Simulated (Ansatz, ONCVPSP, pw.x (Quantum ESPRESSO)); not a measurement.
Which Ba potential is closest to all-electron in the fcc crystal?

All use PBE, scalar-relativistic, no spin, cutoffs from each file’s atomic test, pw.x 7.5; 9³ k-points, Fermi–Dirac smearing 0.01 Ry. Δ is the rms difference from all-electron LAPW of the E(V) curves that follow from fits to the pressures, over ±6 % in volume. Mesh and smearing are coarse and serve the comparison alone. The files are a selection: those with a ghost or negative overlap were mostly not run, and those with noisy or unconverged pressures or nearly equal Δ are left out.

All-electron: a0 = 6.363 Å (V0 = 64.40 Å³/atom), B0 = 8.0 GPa.

Problem. Rank them by Δ, smallest first.
A. optimised norm-conserving Vanderbilt (ONCV), ONCVPSP 4.0.1.1 (patched build), PBE; core [Kr] 4d10, reference 5s2 5p6 6s1.5 6p0.5; waves: 5s+6s: rc 2.90 bohr, ncon 3, nbas 6, qcut 4.2 1/bohr, 2 projectors; 5p+6p: rc 3.80 bohr, ncon 4, nbas 9, qcut 4.3 1/bohr, 2 projectors; d scattering state at 0.13 Ha: rc 2.90 bohr, ncon 4, nbas 8, qcut 3 1/bohr, local; local part: the d channel; core correction: Teter function, fcfact 3.25, rcfact 1.75. In the d channel the program set the typed energies aside and used 0.050 Ha.
B. optimised norm-conserving Vanderbilt (ONCV), ONCVPSP 4.0.1.1 (patched build), PBE; core [Kr] 4d10, reference 5s2 5p6 6s2; waves: 5s+6s: rc 2.45 bohr, ncon 4, nbas 7, qcut 3.9 1/bohr, 2 projectors; 5p: rc 2.70 bohr, ncon 4, nbas 8, qcut 4.3 1/bohr, 2 projectors, debl 2.5 Ha; d scattering state at 0.06 Ha: rc 2.75 bohr, ncon 4, nbas 8, qcut 3.8 1/bohr, 2 projectors, debl 0.5 Ha; local part: polynomial inside 2.20 bohr (lpopt 5, dvloc0 2 Ha); core correction: Teter function, fcfact 3, rcfact 1.6. In the d channel the program set the typed energies aside and used 0.050, 0.550 Ha.
C. optimised norm-conserving Vanderbilt (ONCV), ONCVPSP 4.0.1.1 (patched build), PBE; core [Kr] 4d10, reference 5s2 5p6 6s2; waves: 5s+6s: rc 3.00 bohr, ncon 4, nbas 8, qcut 3 1/bohr, 2 projectors; 5p: rc 3.25 bohr, ncon 4, nbas 8, qcut 5.2 1/bohr, 2 projectors, debl 3.7 Ha; d scattering state at 0.02 Ha: rc 2.90 bohr, ncon 3, nbas 6, qcut 3.6 1/bohr, 2 projectors, debl 3.6 Ha; local part: polynomial inside 2.20 bohr (lpopt 4, dvloc0 -1 Ha); core correction: Teter function fitted to the true core (icmod 2), fcfact 0.35. In the d channel the program set the typed energies aside and used 0.050, 3.650 Ha.
D. optimised norm-conserving Vanderbilt (ONCV), ONCVPSP 4.0.1.1 (patched build), PBE; core [Kr] 4d10, reference 5s2 5p6 6s2; waves: 5s+6s: rc 2.55 bohr, ncon 4, nbas 7, qcut 4.7 1/bohr, 2 projectors; 5p: rc 2.85 bohr, ncon 4, nbas 8, qcut 3.9 1/bohr, 2 projectors, debl 1.8 Ha; d scattering state at 0.03 Ha: rc 2.75 bohr, ncon 5, nbas 8, qcut 3.5 1/bohr, 1 projector; local part: polynomial inside 2.10 bohr (lpopt 3, dvloc0 4 Ha); core correction: Teter function, fcfact 2.25, rcfact 1.05. In the d channel the program set the typed energies aside and used 0.050 Ha.

Solution. C (0.1 meV/atom), D (0.4 meV/atom), B (0.7 meV/atom), A (2.2 meV/atom).
